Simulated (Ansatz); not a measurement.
# From the elastic tensor of ZrO₂ at 35 GPa (stress–strain coefficients) to moduli and sound speeds

Theory: Ansatz, DFT PBE, scalar-relativistic, plane waves, PAW. Settings: 420 eV plane-wave cutoff, Γ-centred 8×8×6 mesh, fixed occupations. No spin polarisation.

The structure is tetragonal, space group P4_2/nmc (No. 137). Conventional cell: a = 3.480 Å, b = 3.480 Å, c = 4.937 Å, α = 90.00°, β = 90.00°, γ = 90.00°. Zr (site symmetry -4m2) is surrounded by 8 O at 2.08 to 2.19 Å. O (site symmetry 2mm) has 4 Zr at 2.08 to 2.19 Å as nearest neighbours.

Other phases may be more stable at this pressure.

Relaxed-ion constants (GPa, on the Cartesian axes of the calculation):
```
528.1 353.1 172.2   0.0   0.0   0.0
353.1 528.1 172.2   0.0   0.0   0.0
171.9 171.9 563.5   0.0   0.0   0.0
  0.0   0.0   0.0  78.9   0.0   0.0
  0.0   0.0   0.0   0.0  78.9   0.0
  0.0   0.0   0.0   0.0   0.0 233.2
```

Density 6.843 g/cm³; 6 atoms in 59.81 Å³.

The values that follow are for a polycrystal of randomly turned grains, by Hill's mean where one number stands. In a crystal this anisotropic the Voigt and Reuss bounds lie far apart, so Hill's mean and the sound speeds and Debye temperature from it are rough.

With S = C⁻¹: B_V = (C11+C22+C33+2(C12+C13+C23))/9, G_V = (C11+C22+C33−C12−C13−C23+3(C44+C55+C66))/15, 1/B_R = S11+S22+S33+2(S12+S13+S23), 15/G_R = 4(S11+S22+S33−S12−S13−S23)+3(S44+S55+S66); Hill is their mean. Then v_l = √((B+4G/3)/ρ), v_t = √(G/ρ), v_m = [(2/v_t³+1/v_l³)/3]^(−1/3) and Θ = (ħ/k_B)·v_m·(6π²n/V)^(1/3) for n atoms in the volume V; E = 9BG/(3B+G), ν = (3B−2G)/(2(3B+G)) and A^U = 5G_V/G_R + B_V/B_R − 6.

* Bulk modulus, Voigt / Reuss / Hill: 334.9 / 331.3 / 333.1 GPa
* Shear modulus, Voigt / Reuss / Hill: 139.7 / 109.5 / 124.6 GPa
* Young's modulus: 332 GPa
* Poisson ratio: 0.334
* Pugh ratio B/G: 2.67
* Universal anisotropy index: 1.39
* Longitudinal and transverse sound speeds: 8542 and 4267 m/s
* Debye temperature from the mean sound speed: 662 K

This fluorite-type form isn't the usual stable structure of the compound at low pressure.

Cost: 1 run of about 2.6 core-minutes, on AMD EPYC 9R45 (Zen 5) (shared hosts).